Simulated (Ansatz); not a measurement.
# Se (sc type): the cost of one run

Computed with Ansatz 0.2.0 (DFT PBE, with the methods named in each step, unless a step's input says otherwise).

## 1. Starting point

Symmetry: Pm-3m, No. 221, cubic system. The conventional cell has a = 2.831 Å, b = 2.831 Å, c = 2.831 Å, α = 90.00°, β = 90.00°, γ = 90.00°. Se (site symmetry m-3m) is surrounded by 6 Se at 2.83 Å.

Coordinates:

```xyz
1
Lattice="2.8306 0.0000 0.0000 0.0000 2.8306 0.0000 0.0000 0.0000 2.8306" Properties=species:S:1:pos:R:3 pbc="T T T"
Se    0.0000    0.0000    0.0000
```

Whether this phase is the stable one at these pressures isn't tested.

## 2. Cell relaxed at zero pressure, PAW

Contents of input.yaml:

```yaml
crystal:
  lattice:
    - [2.8306163882, 0.0, 0.0]
    - [0.0, 2.8306163882, 0.0]
    - [0.0, 0.0, 2.8306163882]
  atoms:
    - { symbol: Se, position: [0.0, 0.0, 0.0] }
kpoints:
  mp_grid: { grid: [15, 15, 15] }
scf:
  occupations: { method: fermi_dirac, width: 0.08 }
hamiltonian:
  xc: pbe
  pseudopotentials: { kind: paw }
output:
  forces: true
  stress: true
relax:
  f_tol: 0.005
  max_steps: 40
  cell: {}
```

Started as:

```bash
$ ansatz run input.yaml --threads 1 --pin off --max-ram 2048MiB --backend cpu --events-out ev --progress --plain --runs-dir out
```

Q: Estimate wall time and peak memory on 1 thread of Intel Xeon 6975P-C (Granite Rapids), shared host.

About 2.4 s, with a peak of 0.36 GiB.
